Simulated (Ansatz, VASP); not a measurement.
**Zn: VASP beside Ansatz**

File INCAR:

```
PREC = Accurate ; ENCUT = 520
EDIFF = 1E-6 ; ISMEAR = -1
SIGMA = 0.1 ; LREAL = False
LASPH = True ; NELM = 60
ALGO = Normal ; ISIF = 2
LWAVE = False ; LCHARG = False
GGA = RP ; NBANDS = 12
```

File KPOINTS:

```
Automatic mesh
0
Gamma
  13 13 13
```

Contents of POSCAR:

```
Zn
1.0
    2.6755884316      0.0000000000      0.0000000000
    0.0000000000      2.6755884316      0.0000000000
    0.0000000000      0.0000000000      2.6755884316
Zn
1
Direct
    0.0000000000      0.0000000000      0.0000000000
```

Input for Ansatz:

```yaml
crystal:
  lattice:
    - [2.6755884316, 0.0, 0.0]
    - [0.0, 2.6755884316, 0.0]
    - [0.0, 0.0, 2.6755884316]
  atoms:
    - { symbol: Zn, position: [0.0, 0.0, 0.0] }
hamiltonian:
  xc: rpbe
  pseudopotentials:
    kind: paw
    azcp:
      Zn: "pseudopotentials/Zn.paw.azcp"
basis:
  ecutwfc: 420
  fft_grid_basis: typed
kpoints:
  mp_grid: { grid: [13, 13, 13], shift: [0, 0, 0] }
magnetization:
  spin_polarized: false
scf:
  occupations: { method: fermi_dirac, width: 0.1 }
  lower_state_search: "off"
output:
  stress: true
  write_density: true
  write_potential: true
  elf: true
  volumetric_format: npy
```

Alike in both runs: task single point; functional RPBE; k mesh 13 × 13 × 13; occupations fermi-dirac, width 0.1 eV; no spin polarisation.

|  | VASP | Ansatz |
| --- | --- | --- |
| version | VASP 6.6.1 | Ansatz 0.2.0 |
| potentials or method | VASP PAW PBE potentials, release 64 (Zn) | plane waves (420 eV) with PAW, scalar-relativistic |
| plane-wave cutoff (eV) | 520 | 420 |
| valence electrons in the cell | 12 | 12 |

```csv
,VASP,Ansatz,Ansatz less VASP
pressure (GPa),0.2,0.0,-0.14
```

Caveats: the PAW data sets were made with another functional, which shifts forces and pressure a little (VASP).
